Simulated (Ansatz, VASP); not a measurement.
One calculation of Au, two programs

```
CELL_PARAMETERS angstrom
0.00000 2.03500 2.03500
2.03500 0.00000 2.03500
2.03500 2.03500 0.00000
ATOMIC_POSITIONS crystal
Au 0.00000 0.00000 0.00000
```

Alike in both runs: task relaxation of cell and atoms; functional revPBE; dispersion D3(BJ); k mesh 13 × 13 × 13; no spin polarisation.

|  | VASP | Ansatz |
| --- | --- | --- |
| version | VASP 6.6.1 | Ansatz 0.2.0 |
| potentials or method | VASP PAW PBE potentials, release 64 (Au) | plane waves, PAW |
| plane-wave cutoff (eV) | 600 | 550 |
| occupations | fermi-dirac, width 0.1 eV | fermi-dirac |
| valence electrons in the cell | 11 | 19 |

|  | VASP | Ansatz | Ansatz less VASP |
| --- | --- | --- | --- |
| relaxed volume (Å³/atom) | 16.92 | 16.94 | +0.024 |
| relaxed cell length with the largest relative difference (Å) | 2.881 | 2.883 | +0.0014 |

The two sets of potentials don't hold the same shells in valence.

Caveats: the PAW data sets were made with another functional, which shifts forces and pressure a little (VASP); pairwise dispersion overbinds metals, which lowers pressure and volume. The runs have no spin-orbit coupling, so splittings on Au are missing. Zero-point motion and thermal expansion aren't in these numbers.
